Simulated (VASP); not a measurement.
# WC (Qusongite) (P-6m2) in VASP: settings compared, part 2 of 2

VASP 6.6.1.

## (4) Band structure, TPSS

File INCAR:

```
SYSTEM = WC
PREC     = Accurate       ! precision mode
ENCUT    = 520            ! plane-wave cutoff, eV
EDIFF    = 1E-7           ! SCF threshold, eV
ISMEAR   = -1             ! smearing method
SIGMA    = 0.05           ! smearing width, eV
LREAL    = .FALSE.        ! projectors in reciprocal space
LASPH    = .TRUE.         ! aspherical terms in the spheres
NELM     = 100            ! most SCF steps
ALGO     = Normal         ! electronic algorithm
ISIF     = 2              ! what is computed and relaxed
LWAVE    = .FALSE.        ! write WAVECAR
LCHARG   = .FALSE.        ! write CHGCAR
LMAXMIX  = 4              ! l up to which the mixer works
METAGGA  = TPSS           ! meta-GGA
LMIXTAU  = .TRUE.       
NBANDS   = 16             ! bands
```

File KPOINTS:

```
regular mesh
0
G
  10 10 9
  0 0 0
```

File POSCAR:

```
WC
1.0
    2.9065000000      0.0000000000      0.0000000000
   -1.4532500000      2.5171028361      0.0000000000
    0.0000000000      0.0000000000      2.8366000000
W C
1 1
Direct
    0.0000000000      0.0000000000      0.0000000000
    0.6666666667      0.3333333333      0.5000000000
```

File KPOINTS_OPT:

```
path GMKGALHA,LM,KH
15
line-mode
reciprocal
 0.0000000000  0.0000000000  0.0000000000  G
 0.5000000000  0.0000000000  0.0000000000  M

 0.5000000000  0.0000000000  0.0000000000  M
 0.3333333333  0.3333333333  0.0000000000  K

 0.3333333333  0.3333333333  0.0000000000  K
 0.0000000000  0.0000000000  0.0000000000  G

 0.0000000000  0.0000000000  0.0000000000  G
 0.0000000000  0.0000000000  0.5000000000  A

 0.0000000000  0.0000000000  0.5000000000  A
 0.5000000000  0.0000000000  0.5000000000  L

 0.5000000000  0.0000000000  0.5000000000  L
 0.3333333333  0.3333333333  0.5000000000  H

 0.3333333333  0.3333333333  0.5000000000  H
 0.0000000000  0.0000000000  0.5000000000  A

 0.5000000000  0.0000000000  0.5000000000  L
 0.5000000000  0.0000000000  0.0000000000  M

 0.3333333333  0.3333333333  0.0000000000  K
 0.3333333333  0.3333333333  0.5000000000  H
```

On the command line:

```bash
cat potpaw_PBE.64/W_sv/POTCAR potpaw_PBE.64/C/POTCAR > POTCAR
mpirun -np 1 vasp_std > vasp.out
```

It took 84 s on 1 thread of Intel Xeon Platinum 8559C (Emerald Rapids), shared host; peak memory 0.17 GiB.

It converged, with:

| Quantity | Value |
| --- | --- |
| Free energy | -25.2657 eV |
| Pressure | 6.1 GPa |
| Band gap along the path | none (metal or under the smearing width) |

Stress tensor (GPa, compression positive):
```
5.42 0.00 0.00
0.00 5.42 0.00
0.00 0.00 7.54
```

Levels at the corners of the path, in eV from the Fermi level:
```tsv
point	band 5	band 6	band 7	band 8	band 9	band 10	band 11	band 12	band 13	band 14
Γ	-14.67	-4.37	-3.37	-3.37	0.11	3.28	3.28	5.67	5.67	6.33
M	-11.35	-7.13	-3.64	-3.62	-0.47	2.39	4.52	4.89	6.93	9.70
M	-11.35	-7.13	-3.64	-3.62	-0.47	2.39	4.52	4.89	6.93	9.70
K	-10.63	-6.59	-4.69	-3.45	0.64	0.98	2.06	3.18	9.27	15.31
K	-10.63	-6.59	-4.69	-3.45	0.64	0.98	2.06	3.18	9.27	15.31
Γ	-14.67	-4.37	-3.37	-3.37	0.11	3.28	3.28	5.67	5.67	6.33
Γ	-14.67	-4.37	-3.37	-3.37	0.11	3.28	3.28	5.67	5.67	6.33
A	-10.74	-8.67	-2.01	-2.01	-0.59	-0.59	3.68	4.56	4.56	10.03
A	-10.74	-8.67	-2.01	-2.01	-0.59	-0.59	3.68	4.56	4.56	10.03
L	-11.57	-6.50	-4.35	-4.31	0.24	4.44	5.28	6.64	9.27	10.30
L	-11.57	-6.50	-4.35	-4.31	0.24	4.44	5.28	6.64	9.27	10.30
H	-11.24	-7.32	-5.45	-1.65	-0.71	4.39	6.36	7.61	9.34	10.16
H	-11.24	-7.32	-5.45	-1.65	-0.71	4.39	6.36	7.61	9.34	10.16
A	-10.74	-8.67	-2.01	-2.01	-0.59	-0.59	3.68	4.56	4.56	10.03
L	-11.57	-6.50	-4.35	-4.31	0.24	4.44	5.28	6.64	9.27	10.30
M	-11.35	-7.13	-3.64	-3.62	-0.47	2.39	4.52	4.89	6.93	9.70
K	-10.63	-6.59	-4.69	-3.45	0.64	0.98	2.06	3.18	9.27	15.31
H	-11.24	-7.32	-5.45	-1.65	-0.71	4.39	6.36	7.61	9.34	10.16
```

Caveat: the PAW data sets were made with another functional, which shifts forces and pressure a little; spin-orbit coupling is left out, which moves the levels of the heavy elements.

## (5) Band structure, revTPSS

File INCAR:

```
SYSTEM = WC
  PREC = Accurate
  ENCUT = 520
  EDIFF = 1E-7
  ISMEAR = -1
  SIGMA = 0.05
  LREAL = .FALSE.
  LASPH = .TRUE.
  NELM = 60
  ALGO = Normal
  ISIF = 2
  LWAVE = .FALSE.
  LCHARG = .FALSE.
  LMAXMIX = 4
  METAGGA = RTPSS
  LMIXTAU = .TRUE.
```

KPOINTS is that of step 4.

POSCAR is that of step 4.

Edit KPOINTS_OPT of step 4 so:

```diff
@@ -1,3 +1,3 @@
 path GMKGALHA,LM,KH
-15
+20
 line-mode
```

On the command line:

```bash
cat potpaw_PBE.64/W_sv/POTCAR potpaw_PBE.64/C/POTCAR > POTCAR
mpirun -np 1 vasp_std > vasp.out
```

It took 77 s on 1 thread of Intel Xeon Platinum 8559C (Emerald Rapids), shared host; peak memory 0.16 GiB.

The run converged. Its results:

| Quantity | Value |
| --- | --- |
| Free energy | 14.3106 eV |
| Pressure | 1.2 GPa |
| Band gap along the path | none (metal or under the smearing width) |

Stress tensor (GPa, compression positive):
```
0.81 0.00 0.00
0.00 0.81 0.00
0.00 0.00 2.12
```

Levels at the corners of the path, in eV from the Fermi level:
| point | band 5 | band 6 | band 7 | band 8 | band 9 | band 10 | band 11 | band 12 | band 13 |
| --- | --- | --- | --- | --- | --- | --- | --- | --- | --- |
| Γ | -14.67 | -4.39 | -3.37 | -3.37 | 0.13 | 3.28 | 3.28 | 5.71 | 5.71 |
| M | -11.35 | -7.16 | -3.65 | -3.62 | -0.46 | 2.38 | 4.54 | 4.91 | 6.97 |
| M | -11.35 | -7.16 | -3.65 | -3.62 | -0.46 | 2.38 | 4.54 | 4.91 | 6.97 |
| K | -10.62 | -6.61 | -4.71 | -3.44 | 0.63 | 1.01 | 2.07 | 3.19 | 9.32 |
| K | -10.62 | -6.61 | -4.71 | -3.44 | 0.63 | 1.01 | 2.07 | 3.19 | 9.32 |
| Γ | -14.67 | -4.39 | -3.37 | -3.37 | 0.13 | 3.28 | 3.28 | 5.71 | 5.71 |
| Γ | -14.67 | -4.39 | -3.37 | -3.37 | 0.13 | 3.28 | 3.28 | 5.71 | 5.71 |
| A | -10.73 | -8.69 | -2.00 | -2.00 | -0.60 | -0.60 | 3.71 | 4.59 | 4.59 |
| A | -10.73 | -8.69 | -2.00 | -2.00 | -0.60 | -0.60 | 3.71 | 4.59 | 4.59 |
| L | -11.56 | -6.52 | -4.36 | -4.32 | 0.24 | 4.45 | 5.29 | 6.66 | 9.31 |
| L | -11.56 | -6.52 | -4.36 | -4.32 | 0.24 | 4.45 | 5.29 | 6.66 | 9.31 |
| H | -11.22 | -7.34 | -5.47 | -1.66 | -0.70 | 4.40 | 6.39 | 7.64 | 9.27 |
| H | -11.22 | -7.34 | -5.47 | -1.66 | -0.70 | 4.40 | 6.39 | 7.64 | 9.27 |
| A | -10.73 | -8.69 | -2.00 | -2.00 | -0.60 | -0.60 | 3.71 | 4.59 | 4.59 |
| L | -11.56 | -6.52 | -4.36 | -4.32 | 0.24 | 4.45 | 5.29 | 6.66 | 9.31 |
| M | -11.35 | -7.16 | -3.65 | -3.62 | -0.46 | 2.38 | 4.54 | 4.91 | 6.97 |
| K | -10.62 | -6.61 | -4.71 | -3.44 | 0.63 | 1.01 | 2.07 | 3.19 | 9.32 |
| H | -11.22 | -7.34 | -5.47 | -1.66 | -0.70 | 4.40 | 6.39 | 7.64 | 9.27 |

Caveat: the PAW data sets were made with another functional, which shifts forces and pressure a little; spin-orbit coupling is left out, which moves the levels of the heavy elements.

## (6) Band structure, MS2

File INCAR:

```
SYSTEM = WC
ALGO = Normal
EDIFF = 1E-6
ENCUT = 520
ISIF = 2
ISMEAR = -1
LASPH = .TRUE.
LCHARG = .FALSE.
LMAXMIX = 4
LMIXTAU = .TRUE.
LREAL = .FALSE.
LWAVE = .FALSE.
METAGGA = MS2
NBANDS = 16
NELM = 80
PREC = Accurate
SIGMA = 0.05
```

File KPOINTS:

```
k-points
0
G
  10 10 9
  0 0 0
```

POSCAR is that of step 5.

Edit KPOINTS_OPT of step 5 so:

```diff
@@ -1,3 +1,3 @@
 path GMKGALHA,LM,KH
-20
+15
 line-mode
```

Potentials or basis: VASP PAW PBE potentials, release 64 (W_sv, C).

On the command line:

```bash
cat potpaw_PBE.64/W_sv/POTCAR potpaw_PBE.64/C/POTCAR > POTCAR
mpirun -np 1 vasp_std > vasp.out
```

It took 81 s on 1 thread of Intel Xeon Platinum 8559C (Emerald Rapids), shared host; peak memory 0.17 GiB.

The run converged. Its results:

| Item | Value |
| --- | --- |
| Free energy | -7.2980 eV |
| Pressure | -0.1 GPa |
| Band gap along the path | none (metal or under the smearing width) |

Stress tensor (GPa, compression positive):
```
 0.03  0.00  0.00
 0.00  0.03  0.00
 0.00  0.00 -0.38
```

Levels at the corners of the path, in eV from the Fermi level:
```csv
point,band 7,band 8,band 9,band 10,band 11,band 12
Γ,-3.41,-3.41,0.06,3.33,3.33,5.77
M,-3.71,-3.63,-0.50,2.43,4.60,4.96
M,-3.71,-3.63,-0.50,2.43,4.60,4.96
K,-4.66,-3.55,0.68,0.98,2.12,3.27
K,-4.66,-3.55,0.68,0.98,2.12,3.27
Γ,-3.41,-3.41,0.06,3.33,3.33,5.77
Γ,-3.41,-3.41,0.06,3.33,3.33,5.77
A,-2.10,-2.10,-0.58,-0.58,3.73,4.80
A,-2.10,-2.10,-0.58,-0.58,3.73,4.80
L,-4.44,-4.36,0.24,4.49,5.35,6.76
L,-4.44,-4.36,0.24,4.49,5.35,6.76
H,-5.56,-1.73,-0.69,4.44,6.50,7.72
H,-5.56,-1.73,-0.69,4.44,6.50,7.72
A,-2.10,-2.10,-0.58,-0.58,3.73,4.80
L,-4.44,-4.36,0.24,4.49,5.35,6.76
M,-3.71,-3.63,-0.50,2.43,4.60,4.96
K,-4.66,-3.55,0.68,0.98,2.12,3.27
H,-5.56,-1.73,-0.69,4.44,6.50,7.72
```

Caveat: the PAW data sets were made with another functional, which shifts forces and pressure a little; spin-orbit coupling is left out, which moves the levels of the heavy elements.

## (7) The runs side by side

```csv
level,k mesh,grid for exact exchange (PRECFOCK),screening parameter,mesh quality,pressure (GPa)
HSE06,5 × 5 × 5,Fast,0.2 1/A,coarse,-3.5
TPSS,10 × 10 × 9,-,-,not flagged,6.1
revTPSS,10 × 10 × 9,-,-,not flagged,1.2
MS2,10 × 10 × 9,-,-,not flagged,-0.1
```

Alike in all rows: task band structure; potentials or basis VASP PAW PBE potentials, release 64 (W_sv, C); no spin polarisation; cell as given; cutoff (eV) 520; smearing fermi-dirac 0.05 eV.

Caveats: some runs use coarse meshes; the PAW data sets were made with another functional, which shifts forces and pressure a little; spin-orbit coupling is left out, which moves the levels of the heavy elements.

Total energies depend on the potentials used, so only differences within one code and one set of settings carry meaning.
